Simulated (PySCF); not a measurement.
Acetone, C3H6O.
Bonds: C1–C2, C2–C3, C2–O4 (double). Hydrogens: H5, H6, H7 on C1; H8, H9, H10 on C3.

A GFN2-xTB structure was refined with PySCF, PBE0-D3(BJ)/def2-SVP geometry optimisation, gas phase. Its GFN2-xTB values:

```
coordinate  GFN2-xTB
     C1–C2   1.542 Å
     C1–H5   1.068 Å
     C1–H6   1.064 Å
     C2=O4   1.209 Å
  C1–C2–C3    114.5°
  C1–C2–O4    121.2°
  C2–C1–H5    107.7°
  C2–C1–H6    108.9°
  H5–C1–H6    110.2°
  H5–C1–H7    109.7°
  H6–C1–H7    111.5°
```

**Question.** How do these coordinates change at the PBE0-D3(BJ)/def2-SVP level?

**Answer.** 
| coordinate | PBE0-D3(BJ)/def2-SVP (Å or °) | change |
| --- | --- | --- |
| C1–H6 | 1.100 | +0.036 |
| C1–H5 | 1.103 | +0.035 |
| C1–C2 | 1.511 | -0.031 |
| C2=O4 | 1.207 | -0.002 |
| C2–C1–H6 | 112.0 | +3.1 |
| H5–C1–H6 | 107.1 | -3.1 |
| C1–C2–C3 | 116.4 | +1.9 |
| H5–C1–H7 | 108.5 | -1.2 |
| C2–C1–H5 | 108.8 | +1.1 |
| H6–C1–H7 | 110.5 | -1.0 |
| C1–C2–O4 | 121.7 | +0.5 |

The energy falls by 0.114 eV over 6 energy and gradient evaluations, the largest force component goes from 0.0347 to 3.8e-04 Eh/bohr, and the atoms move by 0.082 Å rms after alignment. Among the bonds, C1–H5 and C1–H6 change most and about equally (+0.035 to +0.036 Å). Bonds longer at the end by more than 0.005 Å: 5 of 9; shorter: 3. Rotational constants go from 9971, 8590, 4892 to 10206, 8544, 4937 MHz.

The run used 86 basis functions and 39 SCF cycles in all.

Stationary, but not proved a minimum.
